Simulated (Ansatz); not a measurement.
# Strain and the gap of BaTe (rocksalt)

BaTe (rocksalt), relaxed with r2SCAN in Ansatz. The symmetry is Fm-3m (No. 225, cubic); conventional cell a = 7.065 Å, 44.08 Å³ an atom. Around Ba lie 6 Te at 3.53 Å; around Te lie 6 Ba at 3.53 Å.

The axes x, y and z are those of this cell:
```xyz
2
Lattice="0.0000 3.5324 3.5324 3.5324 0.0000 3.5324 3.5324 3.5324 0.0000" Properties=species:S:1:pos:R:3 pbc="T T T"
Ba    0.0000    0.0000    0.0000
Te    3.5324    3.5324    3.5324
```

Unstrained: PBE gives an indirect gap of 1.655 eV, from Γ to X; the least direct gap is 2.009 eV at X. r2SCAN gives an indirect gap of 2.004 eV, from Γ to X; the least direct gap is 2.365 eV at X. HSE06 gives an indirect gap of 2.347 eV, from Γ to X; the least direct gap is 2.752 eV at X. Meshes: PBE 6×6×6, r2SCAN 6×6×6, HSE06 4×4×4. Strains are changes of length per length, and xy shears are angles. After each strain the atoms were relaxed again with r2SCAN within the symmetry that the strain leaves, so tilts or polar shifts that break it weren't tested; points keep the names that they have in the unstrained zone. (Simulation; spin polarisation is off.)

Changes of the least gap in eV (an overlap counts as a negative gap):
```tsv
strain	volume change (%)	space group	PBE	r2SCAN	HSE06	energy rise, r2SCAN (meV/atom)
xy shear, engineering strain (angle) +5.8 %	-0.1	Immm	-0.114	-0.119	-0.122	5.6
epitaxial +4.62 % in the xy plane, free normal strain -1.22 %	+8.1	I4/mmm	+0.063	+0.049	+0.076	39.3
uniaxial +4.02 % along x	+4.0	I4/mmm	+0.046	+0.044	+0.054	13.8
```

Xy shear, engineering strain (angle) +5.8 %. HSE06: the gap goes from 2.347 to 2.225 eV (-0.122 eV); with r2SCAN the top three valence levels at Γ, degenerate before, become 1+1+1 from the top over 195 meV. Stress change with r2SCAN, compression positive: xx +0.01, yy +0.01, zz -0.04, xy -0.71 GPa.

Epitaxial +4.62 % in the xy plane, free normal strain -1.22 %. HSE06: the gap goes from 2.347 to 2.423 eV (+0.076 eV); with r2SCAN the top three valence levels at Γ, degenerate before, become 1+2 from the top over 97 meV. Stress change with r2SCAN, compression positive: xx -2.68, yy -2.68, zz +0.03 GPa.

Uniaxial +4.02 % along x, other directions held. HSE06: the gap goes from 2.347 to 2.401 eV (+0.054 eV); with r2SCAN the top three valence levels at Γ, degenerate before, become 2+1 from the top over 67 meV. Stress change with r2SCAN, compression positive: xx -2.24, yy -0.37, zz -0.37 GPa.

Spin-orbit coupling is left out, which matters wherever the heavy atoms make up the band edges.

The meshes of the hybrids are coarse, so their gaps aren't converged to the digits shown.

The splittings at Γ are without spin-orbit coupling, which regroups them where it is of like size or larger.
